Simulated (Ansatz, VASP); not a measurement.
# WC in VASP and in Ansatz

```
CELL_PARAMETERS angstrom
2.90050 0.00000 0.00000
-1.45025 2.51191 0.00000
0.00000 0.00000 2.88558
ATOMIC_POSITIONS crystal
W 0.00000 0.00000 0.00000
C 0.66667 0.33333 0.50000
```

Change from the starting cell: zz strain of +2 %.

Alike in both runs: task single point; functional PBE; k mesh 13 × 13 × 12; occupations fermi-dirac, width 0.05 eV; no spin polarisation.

```csv
,VASP,Ansatz
version,VASP 6.6.1,Ansatz 0.2.0
potentials or method,"VASP PAW PBE potentials, release 64 (W_sv, C), cutoff 520 eV","all-electron LAPW, scalar-relativistic"
```

```csv
,VASP,Ansatz,Ansatz less VASP
pressure (GPa),0.8,-0.1,-0.96
largest component of the traceless stress (GPa),9.69,9.86,+0.171
```

Ansatz ran all-electron here, so the differences hold the error of VASP's frozen core and of both bases.

Spin-orbit coupling is left out, which matters for the levels of W.
